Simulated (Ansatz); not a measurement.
# Li: the change of pressure with volume scale

Periodic Kohn-Sham DFT of a crystal at fixed atoms, scaled to volume_scale times the given cell; pressure positive in compression, energy less spherical unpolarised free atoms, largest_vzz the field gradient of largest size among the nuclei. The results are calculated, by Ansatz 0.2.0.

The cell before it is scaled or strained (space group Im-3m, No. 229):
```
cell vectors (Å)
  -1.7500     1.7500     1.7500
   1.7500    -1.7500     1.7500
   1.7500     1.7500    -1.7500
atoms (fractions of the cell vectors)
Li  0.00000  0.00000  0.00000
```

Settings of every row: method all-electron PAW; functional PBE; relativity scalar; k mesh 15x15x15; filling fermi-dirac; smearing width 0.08 eV; nucleus gaussian.

Atom start moment: 0 on all atoms.

| row | volume scale | V (Å³/atom) | pressure (GPa) |
| --- | --- | --- | --- |
| 1 | 0.94 | 20.151 | 0.083 |
| 2 | 0.95 | 20.366 | -0.064 |
| 3 | 0.96 | 20.58 | -0.204 |
| 4 | 0.98 | 21.009 | ? |
| 5 | 0.99 | 21.223 | -0.588 |
| 6 | 1 | 21.438 | -0.705 |
| 7 | 1.01 | 21.652 | -0.817 |
| 8 | 1.02 | 21.866 | -0.924 |
| 9 | 1.04 | 22.295 | -1.124 |
| 10 | 1.05 | 22.509 | -1.217 |
| 11 | 1.06 | 22.724 | -1.307 |

Question: what pressure should row 4 give?

Worked fit of pressure. Take u = (V_r/V)^(2/3) − 1 with V_r = 21.545 Å³ an atom, which is twice the finite (Eulerian) strain; such expansions in the strain, on which the Birch-Murnaghan equation of state is built, carry the rest volume and the bulk modulus. The shown rows have u = 0.0456, 0.03823, 0.03102, 0.01009, 0.00332, -0.0033, -0.00981, -0.02255, -0.02876, -0.0349. Least squares give pressure = −0.7618 + 16.875 × u + 36.08 × u² GPa; a straight line predicts inner rows, each left out in turn, worse (root mean square 0.021 against 0.0003 GPa). All shown rows lie on it to the printed digit. The pressure vanishes at u = 0.0415, or V = 20.27 Å³ an atom, and there the bulk modulus at fixed shape and fractions is B = −V dP/dV = (2/3)(1 + u) dP/du = 13.8 GPa. The withheld row has u = 0.01694, so the fit gives −0.7618 + 16.875 × (0.01694) + 36.08 × (0.01694)² = -0.466 GPa.

The calculation gave -0.466 GPa. The fit meets it to the printed digit.
